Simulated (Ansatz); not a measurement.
**17O NMR of the central transition in Ga₂O₃**

Cell: an entry of the Crystallography Open Database (COD) whose atoms were relaxed with PBE, the cell held.

```cif
data_Ga2O3
_symmetry_space_group_name_H-M 'C2/m'
_symmetry_Int_Tables_number 12
_cell_length_a 12.2140
_cell_length_b 3.0371
_cell_length_c 5.7981
_cell_angle_alpha 90.000
_cell_angle_beta 103.830
_cell_angle_gamma 90.000
loop_
_atom_site_label
_atom_site_type_symbol
_atom_site_symmetry_multiplicity
_atom_site_Wyckoff_symbol
_atom_site_fract_x
_atom_site_fract_y
_atom_site_fract_z
Ga1 Ga 4 i 0.0912 0.0000 0.7953
Ga3 Ga 4 i 0.6595 0.0000 0.3127
O5 O 4 i 0.1690 0.0000 0.1084
O7 O 4 i 0.1722 0.0000 0.5603
O9 O 4 i 0.4967 0.0000 0.2537
```

One atom of each set is listed; the run and its k-mesh use a cell of 10 atoms with edges of 6.29, 6.29, 5.80 Å.

Method: Kohn–Sham DFT in Ansatz, LDA, plane waves and PAW, scalar-relativistic, 420 eV cutoff, Γ-centred 10×10×6 k-points, Fermi–Dirac smearing 0.02 eV.

17O has I = 5/2 and Q = -25.58 mb (Pyykkö 2018); at 18.8 T its Larmor frequency is ν₀ = 108.6 MHz. Only the quadrupole interaction is simulated: positions count from each site's isotropic chemical shift, and J coupling is left out, as are shift anisotropy and dipolar coupling, which fast spinning averages.

Task: Give C_Q, η, the quadrupolar product P_Q = |C_Q|(1 + η²/3)^½, the second-order isotropic shift and the breadth of the pattern (fast magic-angle spinning) for each O site.

Result: 

```tsv
site	first shell	C_Q (MHz)	η	P_Q (MHz)	δ_QIS (ppm)	breadth (kHz)
O5	3 Ga at 1.84–1.95 Å	5.08	0.42	5.23	-13.9	3.50
O7	4 Ga at 1.87–2.07 Å	-2.52	0.03	2.52	-3.22	0.756
O9	3 Ga at 1.84–1.94 Å	6.85	0.05	6.85	-23.9	5.65
```

δ_QIS = −(ν_Q²/30ν₀²)[I(I+1) − 3/4](1 + η²/3) × 10⁶ ppm with ν_Q = 3|C_Q|/[2I(2I−1)]; it falls as 1/B₀² in ppm, and the breadth as 1/B₀ in kHz.

At O5 and O9 V_zz stands upright on the plane through its three neighbours (within 1°) in each case. At O7 V_zz points along its shortest bond, to Ga (within 5°).

At this cell the LDA pressure is -5 GPa, so with LDA the cell would shrink if it were relaxed. The largest force is 0.3 eV/Å, so the atoms aren't at the calculated equilibrium and relaxing them would move these values.
